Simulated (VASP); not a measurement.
Input:

```
CELL_PARAMETERS angstrom
      4.14469     0.00000     0.00000
      0.00000     4.14469     0.00000
      0.00000     0.00000     4.14469
ATOMIC_POSITIONS crystal
  Ba 0.00000 0.00000 0.00000
  Sn 0.50000 0.50000 0.50000
  O  0.50000 0.00000 0.50000
  O  0.00000 0.50000 0.50000
  O  0.50000 0.50000 0.00000
```

Level of theory: r2SCAN meta-GGA, VASP's PBE PAW potentials (set 64) (plane waves; VASP). Run with 520 eV cut-off, 6×6×6 Γ-centred mesh, tetrahedra with Blöchl corrections, potentials Ba_sv Sn_d O.

The cores are frozen, which limits the accuracy of field gradients.

### Question
Give the principal components of the electric field gradient (V/Å²) and the asymmetry η at each nucleus.

### Answer

```csv
atom,Vxx,Vyy,Vzz,η
Ba1,0.0,0.0,0.0,-
Sn2,0.0,0.0,0.0,-
O3,-53.8,-53.8,107.6,0.00
O4,-53.8,-53.8,107.6,0.00
O5,-53.8,-53.8,107.6,0.00
```

The compound is BaSnO3 in the cubic perovskite structure. It was relaxed first.
